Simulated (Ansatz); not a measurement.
# CuI: the cost of one run

Computed with Ansatz 0.2.0 (DFT PBE+D3(BJ), scalar-relativistic, plane waves, PAW, unless a step's input says otherwise).

5 further runs of the same task are left out: 2 that didn't finish, 3 set aside as unsound or not needed.

## (1) Starting point

The structure is tetragonal, space group P4/nmm (No. 129). The conventional cell has a = 4.018 Å, b = 4.018 Å, c = 6.231 Å, α = 90.00°, β = 90.00°, γ = 90.00°. Cu (site symmetry -4m2) has 4 I at 2.65 Å and 4 Cu at 2.84 Å as nearest neighbours. I (site symmetry 4mm) is surrounded by 4 Cu at 2.65 Å.

Structure file:

```cif
data_structure
_symmetry_space_group_name_H-M 'P 1'
_symmetry_Int_Tables_number 1
_cell_length_a 4.0185
_cell_length_b 4.0185
_cell_length_c 6.2312
_cell_angle_alpha 90.000
_cell_angle_beta 90.000
_cell_angle_gamma 90.000
_cell_volume 100.62
loop_
_atom_site_label
_atom_site_type_symbol
_atom_site_fract_x
_atom_site_fract_y
_atom_site_fract_z
_atom_site_occupancy
Cu1 Cu 0.50000 0.50000 0.00000 1
Cu2 Cu 0.00000 0.00000 0.00000 1
I1 I 0.50000 0.00000 0.27613 1
I2 I 0.00000 0.50000 0.72387 1
```

It goes back to an entry of the Materials Project, which need not be the stable form.

It is the result of an earlier relaxation at this level (volume 25.16 Å³/atom; gap on the mesh: 1.53 eV).

## (2) The cell scaled to 0.97 of its volume

File input.yaml:

```yaml
crystal:
  lattice:
    - [3.9778890427, 0.0, 0.0]
    - [0.0, 3.9778890427, 0.0]
    - [0.0, 0.0, 6.1682513995]
  atoms:
    - { symbol: Cu, position: [0.5, 0.5, 0.0] }
    - { symbol: Cu, position: [0.0, 0.0, 0.0] }
    - { symbol: I, position: [0.5, 0.0, 0.2761270414] }
    - { symbol: I, position: [0.0, 0.5, 0.7238729586] }
basis:
  ecutwfc: 420
kpoints:
  mp_grid: { grid: [8, 8, 6] }
hamiltonian:
  xc: pbe
  dispersion: d3bj
scf:
  occupations: { method: gaussian, width: 0.02 }
output:
  forces: true
  stress: true
  eigenvalues: true
relax:
  adjacent_minimum: "off"
  f_tol: 0.01
  max_steps: 30
  cell: { stress_tol: 0.1, fix: [volume] }
```

Run with:

```bash
> ansatz run input.yaml --threads 1 --pin off --max-ram 2560MiB --backend cpu --events-out ev --progress --plain --runs-dir out
```

What time and memory should one allow on 1 thread of Arm Neoverse V2, shared host?

About 64 s, with a peak of 0.48 GiB.
